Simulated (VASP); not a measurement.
Wanted: the native input for a VASP 6.6.1 run.

```yaml
Task: relaxation of cell and atoms
Functional: PBE0
Potentials_or_basis: VASP PAW PBE potentials, release 64 (Mg)
Cutoff: 600 eV
k_mesh: 5 × 5 × 3
Occupations: fermi-dirac, width 0.05 eV
Spin: no spin polarisation
Grid_for_exact_exchange_PRECFOCK: Fast
Exchange_at_q_=_0: truncated
Further_INCAR_settings: ALGO = Normal; EDIFF = 1e-06; IBRION = 2; EDIFFG = -0.01; NSW = 40; ISIF = 3
```

The system is Mg.

```
CELL_PARAMETERS angstrom
3.20930 0.00000 0.00000
-1.60465 2.77934 0.00000
0.00000 0.00000 5.21030
ATOMIC_POSITIONS crystal
Mg 0.66667 0.33333 0.75000
Mg 0.33333 0.66667 0.25000
```

The input as run:

POSCAR

```
Mg
1.0
    3.2093000000      0.0000000000      0.0000000000
   -1.6046500000      2.7793353284      0.0000000000
    0.0000000000      0.0000000000      5.2103000000
Mg
2
Direct
    0.6666666667      0.3333333333      0.7500000000
    0.3333333333      0.6666666667      0.2500000000
```

INCAR.step1

```
SYSTEM = Mg
PREC = Accurate
ENCUT = 600
EDIFF = 1E-5
ISMEAR = -1
SIGMA = 0.05
LREAL = .FALSE.
LASPH = .TRUE.
NELM = 100
ALGO = Normal
LWAVE = .TRUE.
LCHARG = .FALSE.
GGA = PE
```

INCAR.step2

```
SYSTEM = Mg
PREC = Accurate
ENCUT = 600
EDIFF = 1E-6
ISMEAR = -1
SIGMA = 0.05
LREAL = .FALSE.
LASPH = .TRUE.
NELM = 100
ALGO = Normal
ISIF = 3
LWAVE = .FALSE.
LCHARG = .FALSE.
GGA = PE
LHFCALC = .TRUE.
AEXX = 0.25
PRECFOCK = Fast
HFRCUT = -1
IBRION = 2
NSW = 40
EDIFFG = -0.01
ISTART = 1
```

KPOINTS

```
Automatic mesh
0
G
  5 5 3
  0 0 0
```

Potentials or basis: VASP PAW PBE potentials, release 64 (Mg).

Launch:

```bash
$ cat potpaw_PBE.64/Mg/POTCAR > POTCAR
$ cp INCAR.step1 INCAR
$ mpirun -np 1 vasp_std > vasp.out
$ cp INCAR.step2 INCAR
$ mpirun -np 1 vasp_std > vasp.out
```

It gave:

```json
{
 "Relaxed volume": "22.55 Å³/atom",
 "Relaxed cell": "a = 3.169 Å, b = 3.169 Å, c = 5.184 Å, α = 90.00°, β = 90.00°, γ = 120.00°",
 "Space group after relaxing (to 0.05 Å)": "P6_3/mmc (No. 194)",
 "Energy gained by relaxing": "2.8 meV/atom",
 "Ionic steps": "3",
 "Pressure after relaxing": "0.0 GPa",
 "Band gap on the k mesh": "none (metal or under the smearing width)"
}
```

Caveat: the k mesh is coarse (spacing up to 0.45 Å⁻¹), so the values aren't converged, least of all with exact exchange; the PAW data sets were made with another functional, which shifts forces and pressure a little.

Run time: 93 s on 1 thread of Intel(R) Xeon(R) Platinum 8259CL CPU @ 2.50GHz (Skylake/Cascade Lake), on a shared host, peak memory 0.18 GiB.
